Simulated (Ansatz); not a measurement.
# MnO (P6_3mc) in Ansatz: convergence with smearing width

Aim: find how far smearing width must go before the results for MnO settle, at LDA. This setting moves, with any that are tied to it; all else stays.

Program: Ansatz 0.2.0. These are calculated values, not measurements. Logs are shortened: lines on timing, memory, paths and dates and some standing lists are left out, and cuts for length are marked.

## Step 1: Starting point

Symmetry: P6_3mc, No. 186, hexagonal system. Conventional cell: a = 3.372 Å, b = 3.372 Å, c = 5.386 Å, α = 90.00°, β = 90.00°, γ = 120.00°. Mn (site symmetry 3m) is surrounded by 4 O at 1.96 to 2.08 Å. Around O (site symmetry 3m) lie 4 Mn at 1.96 to 2.08 Å.

Measurements of this composition are mostly on another form, of space group No. 225.

## Step 2: With smearing width 0.3 eV

input.yaml

```yaml
crystal:
  lattice:
    - [3.3717, 0.0, 0.0]
    - [-1.68585, 2.9199778539, 0.0]
    - [0.0, 0.0, 5.3855]
  atoms:
    - { symbol: Mn, position: [0.6666666667, 0.3333333333, 0.51096], spin: 4.0 }
    - { symbol: Mn, position: [0.3333333333, 0.6666666667, 0.01096], spin: 4.0 }
    - { symbol: O, position: [0.6666666667, 0.3333333333, 0.87547] }
    - { symbol: O, position: [0.3333333333, 0.6666666667, 0.37547] }
hamiltonian:
  xc: lda
  pseudopotentials: { kind: paw }
magnetization:
  spin_polarized: true
kpoints:
  mp_grid: { grid: [8, 8, 4] }
scf:
  occupations: { method: methfessel_paxton, width: 0.3 }
output:
  forces: true
  stress: true
  eigenvalues: true
```

Potentials or basis: Ansatz PAW.

Run with:

```bash
ansatz run input.yaml --threads 2 --pin off --max-ram 5632MiB --backend cpu --events-out ev --progress --plain --runs-dir out
```

Standard output:

```text
Warning: RAYON_NUM_THREADS=2 ignored (pool sized by the plan → 2); use --threads N
Engine: ansatz 0.2.0, aarch64-unknown-linux-gnu
Pseudopotentials: kind: paw
Pseudopotential: Mn, paw, valence charge 15, recommended cutoff 420 eV (normal), Mn.paw.azcp
Pseudopotential: O, paw, valence charge 6, recommended cutoff 420 eV (normal), O.paw.azcp
Functional definition: SPW92
  exchange = slater_x
  correlation = pw_c
Crystal: 4 atoms, lattice volume = 53.022 Å³
Basis set: ecut = 420 eV, 1085 PW (Γ)
Bands: 30, of which v1, the nominal top of the filled ones, is band 21 counted from 1 (20 counted from 0)
Symmetry: 12 space group operations
Space group: P63mc (ITA 186), of the structure as read, at distance tolerance 3.8e-5 Å
Magnetic group: BNS 186.203 (UNI 1433), of the structure as read, at distance tolerance 3.8e-5 Å
k-points: 30 of 256 (time reversal used)
Non-local potential: Mn, projectors of the file, l = 0: 3, l = 1: 2, l = 2: 3, l = 3: 1
Non-local potential: O, projectors of the file, l = 0: 2, l = 1: 2, l = 2: 1
PAW form: soft (Blöchl's): semilocal exchange-correlation on the pseudo side does not see the compensation charge
PAW frozen core: Mn, regenerated for the run's functional, and the local potential with it (the file was generated under x = pbe(κ = 0.804, μ = 0.2195149727645171), c = pbe(β = 0.06672455060314922))
PAW frozen core: O, regenerated for the run's functional, and the local potential with it (the file was generated under x = pbe(κ = 0.804, μ = 0.2195149727645171), c = pbe(β = 0.06672455060314922))
PAW one-centre angular grid: Mn, 590 points (default); XC on 64 Gauss nodes
PAW one-centre angular grid: O, 110 points (default); XC on 64 Gauss nodes
Initial density: superposition of atomic densities (chi_scale 0.1, normalization cell, long waves kept (reshape's long-wave potential 0.00 eV rms))
Starting moments: Σ|m| = 8 μB on 2 of 4 sites
[... 31 lines left out ...]
Per-site moments (μB) at R_I (Å): [(3.7852702331329002, 0.8097657995624999), (3.7852702331329025, 0.8097657995625), (0.23672880812750516, 0.8097657995624999), (0.23672880812750538, 0.8097657995625)]
Free energy (F): -8791.499934 eV
Harris-Foulkes:  -8791.499934 eV  (|F-HF|=4.35e-10)
Internal energy: -8791.511650 eV  (E = F + TS)
E sigma→0 (E₀):  -8791.502863 eV
Entropy (-TS):   0.011716 eV (2.929 meV/atom)
Fermi energy:    10.280275 eV
--- Per-component energies (eV) ---
  E_band       = -621.811078
  E_kinetic    = 944.541433
  E_local      = -5223.932296  (includes V_loc(G=0)·N_el)
  E_nonlocal   = 614.008865
  E_hartree    = 2099.499113
  E_xc         = -363.398387
  E_vxc        = -467.482983  (∫ρ·V_xc dr)
  E_paw        = -2791.022998  (= ΣΔE_a)
  E_vpaw       = -687.947327  (= ΣTr[D̂ρ^β])
  E_aug_tail   = 0.004902  (compensation charges beyond the density's cutoff)
  E_ewald      = -4072.174031
  E_core_change = 0.961749  (= ΣΔE_core)
  E_smearing   = 0.011716  (= −TS)
  E_closure    = 0.000000  (closes the sum)
  Σ components = -8791.499934   (vs F -8791.499934, Δ=0.00e0)
--- Forces (eV/Å), atoms counted from 1 ---
  atom   1  Mn     0.00000000     0.00000000    -0.55233844
  atom   2  Mn     0.00000000    -0.00000000    -0.55233844
  atom   3  O      0.00000000    -0.00000000     0.55232696
  atom   4  O      0.00000000     0.00000000     0.55232696
  max |Σ_I F_I| component: 2.30e-5 eV/Å
--- Stress (GPa, compression-positive) ---
       -6.983380       0.000000       0.000000
        0.000000      -6.983380       0.000000
        0.000000       0.000000      -0.574660
  P = ⅓ Tr σ = -4.8471 GPa (-48.471 kbar)
--- Band table (eV; the first three rows and the last of 60) ---
  k-point 0 ↑: bands = ["-70.6668", "-70.6635", "-39.7924", "-39.7843", "-39.7843", "-39.7780", "-39.7780", "-39.7529", "-9.5081", "-8.9597", "3.0988", "3.8616", "4.0495", "4.0495", "4.3937", "4.3937", "7.2816", "7.2816", "7.7649", "7.8368", "7.8368", "8.8723", "9.3439", "9.3439", "10.4063", "10.4063", "10.4580", "13.9794", "15.9106", "21.7188"]
  k-point 1 ↑: bands = ["-70.6663", "-70.6640", "-39.7866", "-39.7834", "-39.7834", "-39.7789", "-39.7789", "-39.7587", "-9.4267", "-9.0385", "3.0718", "3.5968", "4.0826", "4.0826", "4.3238", "4.3238", "7.3874", "7.3874", "7.7950", "7.7950", "8.1927", "9.1596", "9.4791", "9.4791", "10.2426", "10.2426", "10.5900", "13.0070", "16.9022", "20.8490"]
  k-point 2 ↑: bands = ["-70.6651", "-70.6651", "-39.7812", "-39.7812", "-39.7812", "-39.7812", "-39.7727", "-39.7727", "-9.2313", "-9.2313", "3.2014", "3.2014", "4.1848", "4.1848", "4.1848", "4.1848", "7.6195", "7.6195", "7.6195", "7.6195", "8.9659", "8.9659", "9.8494", "9.8494", "9.8494", "9.8494", "11.5473", "11.5473", "18.6548", "18.6548"]
  k-point 29 ↓: bands = ["-66.0870", "-66.0870", "-35.3570", "-35.3570", "-35.3393", "-35.3393", "-35.3191", "-35.3191", "-8.3606", "-8.3606", "4.1803", "4.1803", "4.8065", "4.8065", "5.6934", "5.6934", "10.7007", "10.7007", "11.5685", "11.5685", "11.9738", "11.9738", "12.3152", "12.3152", "12.7158", "12.7158", "17.0512", "17.0512", "17.9573", "17.9573"]
```

It took 6.2 s on 2 threads of Arm Neoverse V2, shared host; peak memory 0.39 GiB.

Results:

| Property | Result |
| --- | --- |
| Free energy | -8791.4999 eV |
| Pressure | -4.8 GPa |
| Largest force | 0.552 eV/Å |
| Band gap on the k mesh | none (metal or under the smearing width) |
| Net moment | 9.90 μB per cell |
| Absolute moment | 9.90 μB per cell |
| Site moments | Mn +3.79; O +0.24 μB |

## Step 3: With smearing width 0.2 eV

input.yaml: that of step 2 with these lines changed.

```diff
@@ -18,3 +18,3 @@
 scf:
-  occupations: { method: methfessel_paxton, width: 0.3 }
+  occupations: { method: methfessel_paxton, width: 0.2 }
 output:
```

Potentials or basis: Ansatz PAW.

Run with:

```bash
ansatz run input.yaml --threads 2 --pin off --max-ram 5632MiB --backend cpu --events-out ev --progress --plain --runs-dir out
```

It took 6.1 s on 2 threads of Arm Neoverse V2, shared host; peak memory 0.39 GiB.

What came out:

```yaml
Free_energy: -8791.5030 eV
Pressure: -4.7 GPa
Largest_force: 0.550 eV/Å
Band_gap_on_the_k_mesh: none (metal or under the smearing width)
Net_moment: 9.92 μB per cell
Absolute_moment: 9.92 μB per cell
Site_moments: Mn +3.79; O +0.24 μB
```

## Step 4: With smearing width 0.15 eV

input.yaml: that of step 3 with these lines changed.

```diff
@@ -18,3 +18,3 @@
 scf:
-  occupations: { method: methfessel_paxton, width: 0.2 }
+  occupations: { method: methfessel_paxton, width: 0.15 }
 output:
```

Run with:

```bash
ansatz run input.yaml --threads 2 --pin off --max-ram 5632MiB --backend cpu --events-out ev --progress --plain --runs-dir out
```

Wall time 6 s (2 threads of Arm Neoverse V2, shared host); peak memory 0.39 GiB.

What came out:

```yaml
Free_energy: -8791.5040 eV
Pressure: -4.6 GPa
Largest_force: 0.546 eV/Å
Band_gap_on_the_k_mesh: none (metal or under the smearing width)
Net_moment: 9.92 μB per cell
Absolute_moment: 9.92 μB per cell
Site_moments: Mn +3.79; O +0.24 μB
```

## Step 5: With smearing width 0.1 eV

input.yaml: that of step 4 with these lines changed.

```diff
@@ -18,3 +18,3 @@
 scf:
-  occupations: { method: methfessel_paxton, width: 0.15 }
+  occupations: { method: methfessel_paxton, width: 0.1 }
 output:
```

Run with:

```bash
ansatz run input.yaml --threads 2 --pin off --max-ram 5632MiB --backend cpu --events-out ev --progress --plain --runs-dir out
```

It took 5.9 s on 2 threads of Arm Neoverse V2, shared host; peak memory 0.39 GiB.

Results:

```
Free energy            : -8791.5043 eV
Pressure               : -4.6 GPa
Largest force          : 0.547 eV/Å
Band gap on the k mesh : none (metal or under the smearing width)
Net moment             : 9.92 μB per cell
Absolute moment        : 9.92 μB per cell
Site moments           : Mn +3.79; O +0.24 μB
```

## Step 6: With smearing width 0.05 eV

input.yaml: that of step 5 with these lines changed.

```diff
@@ -18,3 +18,3 @@
 scf:
-  occupations: { method: methfessel_paxton, width: 0.1 }
+  occupations: { method: methfessel_paxton, width: 0.05 }
 output:
```

Potentials or basis: Ansatz PAW.

Run with:

```bash
ansatz run input.yaml --threads 2 --pin off --max-ram 5632MiB --backend cpu --events-out ev --progress --plain --runs-dir out
```

Run time: 5.6 s. Hardware: 2 threads of Arm Neoverse V2, shared host; peak memory 0.39 GiB.

It converged, with:

```
Free energy            : -8791.5043 eV
Pressure               : -4.6 GPa
Largest force          : 0.552 eV/Å
Band gap on the k mesh : none (metal or under the smearing width)
Net moment             : 9.92 μB per cell
Absolute moment        : 9.92 μB per cell
Site moments           : Mn +3.79; O +0.24 μB
```

## Step 7: With smearing width 0.025 eV

input.yaml: that of step 6 with these lines changed.

```diff
@@ -18,3 +18,3 @@
 scf:
-  occupations: { method: methfessel_paxton, width: 0.05 }
+  occupations: { method: methfessel_paxton, width: 0.025 }
 output:
```

Run with:

```bash
ansatz run input.yaml --threads 2 --pin off --max-ram 5632MiB --backend cpu --events-out ev --progress --plain --runs-dir out
```

It took 5.6 s on 2 threads of Arm Neoverse V2, shared host; peak memory 0.39 GiB.

Results (log left out):

```
Free energy            : -8791.5042 eV
Pressure               : -4.6 GPa
Largest force          : 0.552 eV/Å
Band gap on the k mesh : none (metal or under the smearing width)
Net moment             : 9.93 μB per cell
Absolute moment        : 9.93 μB per cell
Site moments           : Mn +3.79; O +0.24 μB
```

## Step 8: With smearing width 0.01 eV

input.yaml: that of step 7 with these lines changed.

```diff
@@ -18,3 +18,3 @@
 scf:
-  occupations: { method: methfessel_paxton, width: 0.025 }
+  occupations: { method: methfessel_paxton, width: 0.01 }
 output:
```

Run with:

```bash
ansatz run input.yaml --threads 2 --pin off --max-ram 5632MiB --backend cpu --events-out ev --progress --plain --runs-dir out
```

Wall time 5.4 s (2 threads of Arm Neoverse V2, shared host); peak memory 0.39 GiB.

The run converged. Its results:

```
Free energy            : -8791.5042 eV
Pressure               : -4.5 GPa
Largest force          : 0.553 eV/Å
Band gap on the k mesh : none (metal or under the smearing width)
Net moment             : 9.94 μB per cell
Absolute moment        : 9.94 μB per cell
Site moments           : Mn +3.80; O +0.24 μB
```

## Step 9: With smearing width 0.005 eV

input.yaml: that of step 8 with these lines changed.

```diff
@@ -18,3 +18,3 @@
 scf:
-  occupations: { method: methfessel_paxton, width: 0.01 }
+  occupations: { method: methfessel_paxton, width: 0.005 }
 output:
```

Potentials or basis: Ansatz PAW.

Run with:

```bash
ansatz run input.yaml --threads 2 --pin off --max-ram 5632MiB --backend cpu --events-out ev --progress --plain --runs-dir out
```

Run time: 5.4 s. Hardware: 2 threads of Arm Neoverse V2, shared host; peak memory 0.39 GiB.

It converged, with:

* Free energy: -8791.5042 eV
* Pressure: -4.5 GPa
* Largest force: 0.553 eV/Å
* Band gap on the k mesh: none (metal or under the smearing width)
* Net moment: 9.94 μB per cell
* Absolute moment: 9.94 μB per cell
* Site moments: Mn +3.80; O +0.24 μB

## Step 10: The series at a glance

```
smearing width  energy less the tightest run, at zero smearing (meV/atom)  pressure (GPa)  largest force (eV/Å)  absolute moment (μB)  SCF cycles  CPU time (s)  peak memory (GiB)
        0.3 eV                                                       0.34           -4.85                 0.552                  9.90          15            12               0.39
        0.2 eV                                                       0.00           -4.66                 0.550                  9.92          14            11               0.39
       0.15 eV                                                      -0.07           -4.63                 0.546                  9.92          14            11               0.39
        0.1 eV                                                      -0.04           -4.61                 0.547                  9.92          14            11               0.39
       0.05 eV                                                      -0.01           -4.61                 0.552                  9.92          13            10               0.39
      0.025 eV                                                       0.00           -4.57                 0.552                  9.93          13            10               0.39
       0.01 eV                                                       0.00           -4.50                 0.553                  9.94          13            10               0.39
      0.005 eV                                                       0.00           -4.51                 0.553                  9.94          13            10               0.39
```

Against the tightest run, the energy stays within 1 meV/atom from 0.3 eV on; the pressure stays within 0.1 GPa from 0.025 eV on; the largest force stays within 0.005 eV/Å from 0.05 eV on; the absolute moment stays within 0.02 μB from 0.2 eV on. Narrower smearing needs a denser k mesh, so at a fixed mesh the narrowest width isn't the most accurate. The tightest run that finished is the yardstick and may itself not be fully converged.

Caveats: the magnetic or orbital state may not be the lowest; semilocal functionals often make such compounds metallic where correlation or magnetic order opens a gap, which also shifts bond lengths; only a ferromagnetic start was run, and an antiferromagnetic order may lie lower in energy; the PAW data sets come from PBE, with cores solved anew for the run's functional, which leaves a small shift of forces and pressure.
